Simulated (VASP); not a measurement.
# Tb (Fm-3m) in VASP: further runs, part 2 of 2

VASP 6.6.1.

### Step 3. Single point, PBE, collinear spin, ferromagnetic start

The input, run.py:

```python
from ase.calculators.vasp import Vasp
from ase.dft.bandgap import bandgap
from ase.io import read

atoms = read('Tb.cif', primitive_cell=True, subtrans_included=False)
atoms.set_initial_magnetic_moments([6.0])
calc = Vasp(
    directory='calc',
    xc='pbe',
    pp='PBE',
    setups='materialsproject',
    prec='Accurate',
    encut=520,
    ediff=1e-06,
    ismear=0,
    sigma=0.02,
    lreal=False,
    lasph=True,
    nelm=100,
    algo='Normal',
    isif=2,
    lwave=False,
    lcharg=False,
    ispin=2,
    lorbit=11,
    lmaxmix=6,
    kpts=[9, 9, 9],
    gamma=True,
)
atoms.calc = calc

print('energy (eV):', atoms.get_potential_energy())
print('free energy (eV):', atoms.get_potential_energy(force_consistent=True))
print('forces (eV/A):')
print(atoms.get_forces())
print('stress (eV/A^3, Voigt):', atoms.get_stress())
print('Fermi level (eV):', calc.get_fermi_level())
print('moment (muB):', atoms.get_magnetic_moment())
print('site moments (muB):', atoms.get_magnetic_moments())
gap, top, bottom = bandgap(calc)
print('band gap (eV):', gap, 'from (spin, k, band)', top, 'to', bottom)
```

The input, Tb.cif:

```cif
data_Tb
_cell_length_a 5.03993018
_cell_length_b 5.03993018
_cell_length_c 5.03993018
_cell_angle_alpha 90.00000000
_cell_angle_beta 90.00000000
_cell_angle_gamma 90.00000000
_space_group_name_H-M_alt 'Fm-3m'
_space_group_name_Hall '-F 4 2 3'
_space_group_IT_number 225
loop_
_space_group_symop_operation_xyz
'x,y,z'
'-x,-y,-z'
'-y,x,z'
'y,-x,-z'
'-x,-y,z'
'x,y,-z'
'y,-x,z'
'-y,x,-z'
'x,-y,-z'
'-x,y,z'
'-y,-x,-z'
'y,x,z'
'-x,y,-z'
'x,-y,z'
'y,x,-z'
'-y,-x,z'
'z,x,y'
'-z,-x,-y'
'z,-y,x'
'-z,y,-x'
'z,-x,-y'
'-z,x,y'
'z,y,-x'
'-z,-y,x'
'-z,x,-y'
'z,-x,y'
'-z,-y,-x'
'z,y,x'
'-z,-x,y'
'z,x,-y'
'-z,y,x'
'z,-y,-x'
'y,z,x'
'-y,-z,-x'
'x,z,-y'
'-x,-z,y'
'-y,z,-x'
'y,-z,x'
'-x,z,y'
'x,-z,-y'
'-y,-z,x'
'y,z,-x'
'-x,-z,-y'
'x,z,y'
'y,-z,-x'
'-y,z,x'
'x,-z,y'
'-x,z,-y'
'x,y+1/2,z+1/2'
'-x,-y+1/2,-z+1/2'
'-y,x+1/2,z+1/2'
[... 62 lines left out ...]
'-z+1/2,-x,-y+1/2'
'z+1/2,-y,x+1/2'
'-z+1/2,y,-x+1/2'
'z+1/2,-x,-y+1/2'
'-z+1/2,x,y+1/2'
'z+1/2,y,-x+1/2'
'-z+1/2,-y,x+1/2'
'-z+1/2,x,-y+1/2'
'z+1/2,-x,y+1/2'
'-z+1/2,-y,-x+1/2'
'z+1/2,y,x+1/2'
'-z+1/2,-x,y+1/2'
'z+1/2,x,-y+1/2'
'-z+1/2,y,x+1/2'
'z+1/2,-y,-x+1/2'
'y+1/2,z,x+1/2'
'-y+1/2,-z,-x+1/2'
'x+1/2,z,-y+1/2'
'-x+1/2,-z,y+1/2'
'-y+1/2,z,-x+1/2'
'y+1/2,-z,x+1/2'
'-x+1/2,z,y+1/2'
'x+1/2,-z,-y+1/2'
'-y+1/2,-z,x+1/2'
'y+1/2,z,-x+1/2'
'-x+1/2,-z,-y+1/2'
'x+1/2,z,y+1/2'
'y+1/2,-z,-x+1/2'
'-y+1/2,z,x+1/2'
'x+1/2,-z,y+1/2'
'-x+1/2,z,-y+1/2'
'x+1/2,y+1/2,z'
'-x+1/2,-y+1/2,-z'
'-y+1/2,x+1/2,z'
'y+1/2,-x+1/2,-z'
'-x+1/2,-y+1/2,z'
'x+1/2,y+1/2,-z'
'y+1/2,-x+1/2,z'
'-y+1/2,x+1/2,-z'
'x+1/2,-y+1/2,-z'
'-x+1/2,y+1/2,z'
'-y+1/2,-x+1/2,-z'
'y+1/2,x+1/2,z'
'-x+1/2,y+1/2,-z'
'x+1/2,-y+1/2,z'
'y+1/2,x+1/2,-z'
'-y+1/2,-x+1/2,z'
'z+1/2,x+1/2,y'
'-z+1/2,-x+1/2,-y'
'z+1/2,-y+1/2,x'
'-z+1/2,y+1/2,-x'
'z+1/2,-x+1/2,-y'
'-z+1/2,x+1/2,y'
'z+1/2,y+1/2,-x'
'-z+1/2,-y+1/2,x'
'-z+1/2,x+1/2,-y'
'z+1/2,-x+1/2,y'
'-z+1/2,-y+1/2,-x'
'z+1/2,y+1/2,x'
'-z+1/2,-x+1/2,y'
'z+1/2,x+1/2,-y'
'-z+1/2,y+1/2,x'
'z+1/2,-y+1/2,-x'
'y+1/2,z+1/2,x'
'-y+1/2,-z+1/2,-x'
'x+1/2,z+1/2,-y'
'-x+1/2,-z+1/2,y'
'-y+1/2,z+1/2,-x'
'y+1/2,-z+1/2,x'
'-x+1/2,z+1/2,y'
'x+1/2,-z+1/2,-y'
'-y+1/2,-z+1/2,x'
'y+1/2,z+1/2,-x'
'-x+1/2,-z+1/2,-y'
'x+1/2,z+1/2,y'
'y+1/2,-z+1/2,-x'
'-y+1/2,z+1/2,x'
'x+1/2,-z+1/2,y'
'-x+1/2,z+1/2,-y'
loop_
_atom_site_label
_atom_site_type_symbol
_atom_site_symmetry_multiplicity
_atom_site_Wyckoff_symbol
_atom_site_fract_x
_atom_site_fract_y
_atom_site_fract_z
_atom_site_occupancy
Tb1 Tb 4 a 0.0000000000 0.0000000000 0.0000000000 1
```

Potentials or basis: VASP PAW PBE potentials, release 64 (Tb_3), 4f in core.

Started as:

```bash
> python run.py
```

The program printed:

```text
energy (eV): -4.54916378
free energy (eV): -4.54936165
forces (eV/A):
[[-0. -0. -0.]]
stress (eV/A^3, Voigt): [ 3.78006639e-05  3.78006639e-05  3.78006639e-05  0.00000000e+00
  0.00000000e+00 -0.00000000e+00]
Fermi level (eV): 3.35603929
moment (muB): 0.1092773
site moments (muB): [0.07]
band gap (eV): 0.0 from (spin, k, band) (None, None, None) to (None, None, None)
```

OUTCAR:

```text
ENCUT = 520.000000
   EDIFF = 1.00e-06
   GGA = PE
   PREC = Accurate
   ISIF = 2
   ISMEAR = 0
   ISPIN = 2
   LORBIT = 11
   NELM = 100
   LASPH = .TRUE.
   LREAL = .FALSE.

 ion  position               nearest neighbor table
   1  0.000  0.000  0.000-

  LATTYP: Found a face centered cubic cell.
 ALAT       =     5.0399301800

  Lattice vectors:

[... 891 lines left out ...]
 -----------------------------------------------------------------------------
  energy-cutoff  :      520.00
  volume of cell :       32.00
      direct lattice vectors                 reciprocal lattice vectors
     0.000000000  2.519965090  2.519965090    -0.198415447  0.198415447  0.198415447
     2.519965090  0.000000000  2.519965090     0.198415447 -0.198415447  0.198415447
     2.519965090  2.519965090  0.000000000     0.198415447  0.198415447 -0.198415447

 POSITION                                       TOTAL-FORCE (eV/Angst)
 -----------------------------------------------------------------------------------
      0.00000      0.00000      0.00000        -0.000000     -0.000000     -0.000000
 -----------------------------------------------------------------------------------
    total drift:                               -0.000000     -0.000000     -0.000000

  FREE ENERGIE OF THE ION-ELECTRON SYSTEM (eV)
  ---------------------------------------------------
  free  energy   TOTEN  =        -4.5493616512 eV

  energy  without entropy=       -4.5489659049  energy(sigma->0) =       -4.54916378

 total charge

# of ion       s       p       d       tot
------------------------------------------
    1        0.399   6.286   1.131   7.816

 magnetization (x)

# of ion       s       p       d       tot
------------------------------------------
    1       -0.000   0.023   0.047   0.070
```

INCAR:

```text
ENCUT = 520.000000
SIGMA = 0.020000
EDIFF = 1.00e-06
ALGO = Normal
GGA = PE
PREC = Accurate
ISIF = 2
ISMEAR = 0
ISPIN = 2
LMAXMIX = 6
LORBIT = 11
NELM = 100
LASPH = .TRUE.
LCHARG = .FALSE.
LWAVE = .FALSE.
LREAL = .FALSE.
MAGMOM = 1*6.0000
```

Run time: 42 s. Hardware: 1 thread of Intel Xeon Platinum 8488C (Sapphire Rapids), shared host; peak memory 0.18 GiB.

Results:

```yaml
Free_energy: -4.5494 eV
Pressure: 0.0 GPa
Band_gap_on_the_k_mesh: none (metal or under the smearing width)
Net_moment: 0.11 μB per cell
Site_moments: Tb +0.07 μB
Valence_electrons_inside_the_program's_atomic_spheres: Tb 7.82
```

Caveat: the magnetic or orbital state may not be the lowest; spin-orbit coupling is left out, which moves the levels of the heavy elements; the 4f electrons are frozen in the core as for a trivalent ion, so they carry no moment and show no levels.
